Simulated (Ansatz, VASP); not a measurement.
## One calculation of Hf, two programs

```
Hf
1.0
    -1.80500    1.80500    1.80500
     1.80500   -1.80500    1.80500
     1.80500    1.80500   -1.80500
Hf
1
Direct
  0.00000 0.00000 0.00000
```

Alike in both runs: task single point; functional PBE; k mesh 16 × 16 × 16; occupations fermi-dirac, width 0.08 eV; no spin polarisation.

|  | VASP | Ansatz |
| --- | --- | --- |
| version | VASP 6.6.1 | Ansatz 0.2.0 |
| potentials or method | VASP PAW PBE potentials, release 64 (Hf_pv), cutoff 520 eV | all-electron LAPW, scalar-relativistic |

VASP gave:

```
pressure (GPa) : -5.1
```

Q: Which values does Ansatz return?

A: Pressure (GPa): -4.8.

Ansatz ran all-electron here, so the differences hold the error of VASP's frozen core and of both bases.

Spin-orbit coupling is left out, which matters for the levels of Hf.
